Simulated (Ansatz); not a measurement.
TiSi2:

```
CELL_PARAMETERS angstrom
4.37464 0.00000 0.00000
-2.18732 3.78855 0.00000
0.00000 0.00000 2.56101
ATOMIC_POSITIONS crystal
Ti 0.00000 0.00000 0.00000
Si 0.33333 0.66667 0.50000
Si 0.66667 0.33333 0.50000
```

The cell was built by a generator and needn't be a form met in nature.

Base run:

```yaml
Program: Ansatz 0.2.0
Functional: LDA
Potentials_or_basis: Ansatz PAW
Cutoff: 420 eV
Density_cutoff: 1680 eV
k_mesh: 7 × 7 × 10
Occupations: fermi-dirac, width 0.05 eV
Spin: no spin polarisation
Hubbard_terms: Ti d U = 5 eV
```

Its results: band gap on the k mesh none (metal or under the smearing width); pressure -1.1 GPa.

After a change of settings the same cell gave: band gap on the k mesh none (metal or under the smearing width); pressure 10.3 GPa. Which change was it?
A. functional from LDA to PBEsol; hubbard terms from Ti d U = 5 eV to Ti d U = 1 eV
B. hubbard terms from Ti d U = 5 eV to Ti d U = 3 eV
C. hubbard terms from Ti d U = 5 eV to Ti d U = 8 eV
D. functional from LDA to PBE; hubbard terms from Ti d U = 5 eV to none; hubbard projectors from ortho-atomic (the default) to none

C.

Caveats: U without spin polarisation on a metal has little footing; the PAW data sets come from PBE, with cores solved anew for the run's functional, which leaves a small shift of forces and pressure; the U is typed as a test and isn't derived for this compound.

Not every run made on this cell is shown here.
